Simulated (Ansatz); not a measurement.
**Lu (diamond type): how the settings move a single-point run**

How sensitive is a single-point run of Lu (diamond type) to its settings? A reference run comes first, then one run with altered input.

Method: reference: DFT, PBE, all-electron LAPW, scalar-relativistic, in Ansatz 0.2.0.

1 further run of the same task is left out (set aside as unsound or not needed).

## Step 1: The structure to begin with

It takes space group Fd-3m (No. 227, cubic). The conventional cell has a = 6.243 Å, b = 6.243 Å, c = 6.243 Å, α = 90.00°, β = 90.00°, γ = 90.00°. Around Lu (site symmetry -43m) lie 4 Lu at 2.70 Å.

As a file:

```cif
data_structure
_symmetry_space_group_name_H-M 'P 1'
_symmetry_Int_Tables_number 1
_cell_length_a 4.4143
_cell_length_b 4.4143
_cell_length_c 4.4143
_cell_angle_alpha 60.000
_cell_angle_beta 60.000
_cell_angle_gamma 60.000
_cell_volume 60.82
loop_
_atom_site_label
_atom_site_type_symbol
_atom_site_fract_x
_atom_site_fract_y
_atom_site_fract_z
_atom_site_occupancy
Lu1 Lu 0.87500 0.87500 0.87500 1
Lu2 Lu 0.12500 0.12500 0.12500 1
```

## Step 2: Reference

The input, input.yaml:

```yaml
crystal:
  lattice:
    - [0.0, 3.1213965851, 3.1213965851]
    - [3.1213965851, 0.0, 3.1213965851]
    - [3.1213965851, 3.1213965851, 0.0]
  atoms:
    - { symbol: Lu, position: [-0.125, -0.125, -0.125] }
    - { symbol: Lu, position: [0.125, 0.125, 0.125] }
kpoints:
  mp_grid: { grid: [10, 10, 10] }
scf:
  occupations: { method: fermi_dirac, width: 0.08 }
hamiltonian:
  xc: pbe
  pseudopotentials: { kind: all_electron, lapw: { basis_error: 0.001 } }
output:
  forces: true
  stress: true
  eigenvalues: true
  populations: true
```

Started as:

```console
ansatz run input.yaml --threads 1 --pin off --max-ram 2048MiB --backend cpu --events-out ev --progress --plain --runs-dir out
```

## Step 3: Changing settings: preconditioner resta

Changes to input.yaml since step 2:

```diff
@@ -12,2 +12,3 @@
   occupations: { method: fermi_dirac, width: 0.08 }
+  mixing: { preconditioner: resta }
 hamiltonian:
```

**Question.** What will these runs give? Wanted: for each run, ending; energy change; pressure; gap; force.

The runs gave:

| run | ending | energy change | pressure (GPa) | gap (eV) | force (eV/Å) | cycles | time |
| --- | --- | --- | --- | --- | --- | --- | --- |
| reference | converged | 0 | 8.7 | 0.00 | 0.00 | 7 | 36 s |
| 1: preconditioner resta | converged | 0.0 meV/atom | 8.7 | 0.00 | 0.00 | 6 | 33 s |

Residual by cycle in the longest SCF loop of each run; runs are numbered as in the table. The quantity is the density residual dr2, in eV.

| cycle | reference | run 1 |
| --- | --- | --- |
| 1 | 0.0349 | 0.0349 |
| 2 | 0.002 | 0.0117 |
| 3 | 0.00496 | 0.00245 |
| 4 | 5.7e-4 | 1.5e-4 |
| 5 | 1.2e-5 | 3.7e-6 |
| 6 | 1.8e-7 | 2.8e-8 |
| 7 | 4.8e-9 | - |

What this shows: Same state: the changed mixing leaves the energy within 0.5 meV/atom. Cost: 6 SCF cycles against 7.
